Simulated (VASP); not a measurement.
The system is AlGaN2.

```
CELL_PARAMETERS angstrom
3.16689 0.00000 5.07838
3.16689 0.00000 -5.07838
-3.16689 5.48522 0.00000
ATOMIC_POSITIONS crystal
Ga 0.08298 0.58369 0.16667
Ga 0.58298 0.08369 0.16667
Ga 0.16631 0.16702 0.33333
Ga 0.16631 0.16702 0.83333
Al 0.08298 0.58369 0.66667
Al 0.58298 0.08369 0.66667
Al 0.66631 0.66702 0.33333
Al 0.66631 0.66702 0.83333
N 0.27369 0.39298 0.16667
N 0.27369 0.39298 0.66667
N 0.77369 0.89298 0.16667
N 0.77369 0.89298 0.66667
N 0.35702 0.97631 0.33333
N 0.85702 0.47631 0.33333
N 0.35702 0.97631 0.83333
N 0.85702 0.47631 0.83333
```

The cell comes from a database or a generator and needn't be the stable form of this composition.

* Program: VASP 6.6.1
* Task: relaxation of cell and atoms
* Functional: PBEsol
* Potentials or basis: VASP PAW PBE potentials, release 64 (Ga_d, Al, N)
* Cutoff: 600 eV
* k mesh: 5 × 5 × 5
* Occupations: gaussian, width 0.02 eV
* Spin: no spin polarisation

At the start: pressure -1.9 GPa; volume 11.03 Å³/atom.

Q: Where does the relaxation end?

A: Over 12 steps the energy falls by 12.2 meV/atom and the volume is 10.90 Å³/atom (-1.1 %); space group P1 (No. 1, to 0.05 Å).

Step by step:
| step | energy change (eV) | largest force (eV/Å) | pressure (GPa) | volume (Å³) |
| --- | --- | --- | --- | --- |
| 1 | 0.0000 | 1.0713 | -1.95 | 176.43 |
| 2 | -0.1747 | 0.2837 | 1.64 | 173.03 |
| 3 | -0.1794 | 0.2423 | 1.10 | 173.50 |
| 4 | -0.1913 | 0.0941 | -0.70 | 175.06 |
| 5 | -0.1919 | 0.0945 | -0.36 | 174.76 |
| 6 | -0.1944 | 0.0618 | 0.04 | 174.41 |
| 7 | -0.1944 | 0.0613 | 0.11 | 174.35 |
| 8 | -0.1951 | 0.0306 | -0.02 | 174.44 |
| 9 | -0.1952 | 0.0316 | -0.05 | 174.48 |
| 10 | -0.1955 | 0.0158 | 0.03 | 174.43 |
| 11 | -0.1955 | 0.0139 | 0.04 | 174.41 |
| 12 | -0.1955 | 0.0065 | -0.04 | 174.47 |

Final structure:
```yaml
crystal:
  lattice:
    - [3.14515, 0.00071, 5.09411]
    - [3.14471, -0.00290, -5.09384]
    - [-3.14683, 5.44644, 0.00180]
  atoms:
    - { symbol: Ga, position: [0.08175, 0.58257, 0.16579] }
    - { symbol: Ga, position: [0.58554, 0.08215, 0.16660] }
    - { symbol: Ga, position: [0.16854, 0.16697, 0.33502] }
    - { symbol: Ga, position: [0.16704, 0.16542, 0.83179] }
    - { symbol: Al, position: [0.08186, 0.58361, 0.66685] }
    - { symbol: Al, position: [0.58564, 0.08317, 0.66771] }
    - { symbol: Al, position: [0.66757, 0.66744, 0.33487] }
    - { symbol: Al, position: [0.66571, 0.66579, 0.83161] }
    - { symbol: N, position: [0.27985, 0.39799, 0.16910] }
    - { symbol: N, position: [0.27502, 0.40407, 0.67024] }
    - { symbol: N, position: [0.77095, 0.88353, 0.16338] }
    - { symbol: N, position: [0.76571, 0.88923, 0.66407] }
    - { symbol: N, position: [0.36205, 0.97907, 0.34029] }
    - { symbol: N, position: [0.85615, 0.48270, 0.33976] }
    - { symbol: N, position: [0.35637, 0.97141, 0.82681] }
    - { symbol: N, position: [0.85026, 0.47487, 0.82610] }
```

Caveat: the PAW data sets were made with another functional, which shifts forces and pressure a little.
